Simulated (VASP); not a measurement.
InAs: band structure with HSE06

**Measured values to compare with.**

A printed reference work, data compilation reports, for a bulk crystal of InAs at 4.2 K: band gap 0.418 eV (direct).

The system is InAs.

```
In As
1.0
     0.00000    3.04545    3.04545
     3.04545    0.00000    3.04545
     3.04545    3.04545    0.00000
In As
1 1
Direct
  0.00000 0.00000 0.00000
  0.25000 0.25000 0.25000
```

| Property | Result |
| --- | --- |
| Program | VASP 6.6.1 |
| Task | band structure |
| Functional | HSE06 |
| Potentials or basis | VASP PAW PBE potentials, release 64 (In_d, As) |
| Cutoff | 520 eV |
| k mesh | 6 × 6 × 6 |
| Occupations | gaussian, width 0.03 eV |
| Spin | no spin polarisation |
| Grid for exact exchange (PRECFOCK) | Fast |
| Screening parameter | 0.2 1/A |
| Further INCAR settings | ALGO = Normal; EDIFF = 1e-07; NBANDS = 16 |

```json
{
  "Pressure": "0.3 GPa",
  "Band gap on the k mesh": "0.42 eV, direct",
  "Band gap along the path": "0.42 eV, direct"
}
```

Levels at points of the mesh, in eV from the valence-band top:
```
           k point  band 7  band 8  band 9  band 10  band 11  band 12
(0.00, 0.00, 0.00)    0.00    0.00    0.00     0.42     4.68     4.68
(0.50, 0.00, 0.00)   -6.14   -1.04   -1.04     1.61     5.46     5.46
(0.50, 0.50, 0.00)   -6.23   -2.45   -2.45     2.17     2.73    10.17
```

Run time: 34 min on 2 MPI ranks on AMD EPYC 7R43 64-Core Processor (Zen 3) (shared host), peak memory 0.29 GiB a rank.

Against the measured gap of InAs, 0.418 eV (direct; 4.2 K; a printed reference work, data compilation), the calculated 0.42 eV is off by 0.00 eV. Spin-orbit coupling on As, In is left out. The value is that of HSE06, without temperature or zero-point motion.

Caveat: the PAW data sets were made with another functional, which shifts forces and pressure a little; spin-orbit coupling is left out, which moves the levels of the heavy elements.
